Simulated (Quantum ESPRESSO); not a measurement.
# Pb: phonons with PBE

The system is Pb.

```
Pb
1.0
     0.00000    2.47502    2.47502
     2.47502    0.00000    2.47502
     2.47502    2.47502    0.00000
Pb
1
Direct
  0.00000 0.00000 0.00000
```

* Program: Quantum ESPRESSO 7.5
* Task: phonons
* Functional: PBE
* Potentials or basis: SG15 PBE 1.2
* Cutoff: 762 eV
* Density cutoff: 3048 eV
* k mesh: 9 × 9 × 9
* Occupations: methfessel-paxton, width 0.136 eV
* Spin: no spin polarisation
* Mixing beta: 0.5
* Most SCF iterations: 120
* SCF threshold: 2e-10 Ry

```json
{
  "Relaxed volume": "31.87 Å³/atom",
  "Relaxed cell": "a = 3.559 Å, b = 3.559 Å, c = 3.559 Å, α = 60.00°, β = 60.00°, γ = 60.00°",
  "Space group after relaxing (to 0.05 Å)": "Fm-3m (No. 225)",
  "Pressure after relaxing": "0.0 GPa",
  "Band gap on the k mesh": "none (metal or under the smearing width)",
  "Highest phonon frequency at the q point run": "49 cm⁻¹"
}
```

The path:
| step | energy change (eV) | largest force (eV/Å) | pressure (GPa) | volume (Å³) |
| --- | --- | --- | --- | --- |
| 1 | 0.0000 | 0.0000 | 2.25 | 30.32 |
| 2 | -0.0043 | 0.0000 | 1.68 | 30.67 |
| 3 | -0.0076 | 0.0000 | 1.08 | 31.06 |
| 4 | -0.0101 | 0.0000 | 0.28 | 31.65 |
| 5 | -0.0103 | 0.0000 | 0.01 | 31.86 |
| 6 | -0.0103 | 0.0000 | 0.00 | 31.87 |

Final structure:
```
Pb
1.0
     0.00000    2.51636    2.51636
     2.51636    0.00000    2.51636
     2.51636    2.51636    0.00000
Pb
1
Direct
  0.00000 0.00000 0.00000
```

Levels at points of the mesh, in eV from the Fermi level:
```tsv
k point	band 4	band 5	band 6	band 7	band 8	band 9	band 10	band 11
(0.00, 0.00, 0.00)	-16.80	-16.80	-11.29	7.16	7.16	7.16	9.86	10.84
```

Phonon frequencies in cm⁻¹ (negative: imaginary):
```csv
q point,frequencies
"(0.500, 0.500, 0.500)",9 9 49
```

Phonon modes at q = (0.500, 0.500, 0.500) in reciprocal lattice units:
```csv
mode,symmetry,cm⁻¹
1,E_u,9
2,E_u,9
3,A_2u,49
```

Wall time 4.7 min on 1 thread of Arm Neoverse V1, with other jobs on the host, peak memory 0.09 GiB.

Caveat: the q point doesn't lie on the k mesh, which can shift a metal's frequencies strongly unless the mesh is converged. The run has no spin-orbit coupling, so splittings on Pb are missing.
